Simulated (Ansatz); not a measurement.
Crystal: Zr.

```
CELL_PARAMETERS angstrom
3.23200 0.00000 0.00000
-1.61600 2.79899 0.00000
0.00000 0.00000 5.14700
ATOMIC_POSITIONS crystal
Zr 0.66667 0.33333 0.75000
Zr 0.33333 0.66667 0.25000
```

Base run:

* Program: Ansatz 0.2.0
* Functional: BLYP
* Potentials or basis: all-electron LAPW, scalar-relativistic
* Cutoff: 174 eV (chosen from the basis error)
* Basis error allowed: 0.001 eV/atom
* k mesh: 9 × 9 × 5
* Occupations: fermi-dirac, width 0.05 eV
* Spin: no spin polarisation

Its results: pressure 3.6 GPa.

Q: The run is repeated on the same cell with these changes: functional from BLYP to revPBE. What comes out?

A: Pressure 2.1 GPa.
